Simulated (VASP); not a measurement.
# BaTiO3 under changes of volume

One of the cells (13.097 Å³/atom); the others are scaled copies at fixed shape and fractional positions:

```
CELL_PARAMETERS angstrom
2.84609 1.64319 2.33375
-2.84609 1.64319 2.33375
0.00000 -3.28638 2.33375
ATOMIC_POSITIONS crystal
Ba 0.00000 0.00000 0.00000
Ti 0.48450 0.48450 0.48450
O 0.50860 0.01750 0.50860
O 0.01750 0.50860 0.50860
O 0.50860 0.50860 0.01750
```

```yaml
Program: VASP 6.6.1
Functional: PBEsol
Potentials_or_basis: VASP PAW PBE potentials, release 64 (Ba_sv, Ti_sv, O)
Cutoff: 520 eV
k_mesh: 7 × 7 × 7
Occupations: fermi-dirac, width 0.05 eV
Spin: no spin polarisation
```

| volume (Å³/atom) | energy over the lowest point (meV/atom) | pressure (GPa) | gap on the mesh (eV) | largest force (eV/Å) |
| --- | --- | --- | --- | --- |
| 12.070 | ? | ? | ? | ? |
| 12.327 | 13.21 | 8.4 | 2.50 | 0.594 |
| 12.583 | 2.76 | 4.3 | 2.45 | 0.362 |
| 13.097 | 0.00 | -2.7 | 2.35 | 0.131 |
| 13.354 | 6.46 | -5.7 | 2.30 | 0.257 |
| 13.611 | 17.44 | -8.3 | 2.25 | 0.440 |

Problem. What does the run at 12.070 Å³/atom give?

Solution. Energy over the lowest point 30.65 meV/atom; pressure 13.0 GPa; gap on the mesh 2.55 eV; largest force 0.842 eV/Å.

Worked out: A Birch-Murnaghan fit of order 3 (a polynomial in V^(-2/3)) to the other rows has its minimum at 12.90 Å³/atom with B0 = V·E''(V) = 172 GPa and B' = 4.6 at fixed shape and positions, which overstates the stiffness. It gives 30.73 meV/atom at 12.070 Å³/atom, against the run's 30.65, and -dE/dV = 13.3 GPa, against 13.0. A straight line through the other rows of the gap, of slope -2.52 eV per unit of ln V, extrapolates to 2.55 eV, against the run's 2.55.

Energies are extrapolated to zero smearing.

Caveats: the PAW data sets were made with another functional, which shifts forces and pressure a little; spin-orbit coupling is left out, which moves the levels of the heavy elements; an odd mesh through Γ misses points on the zone boundary, where band edges often lie.
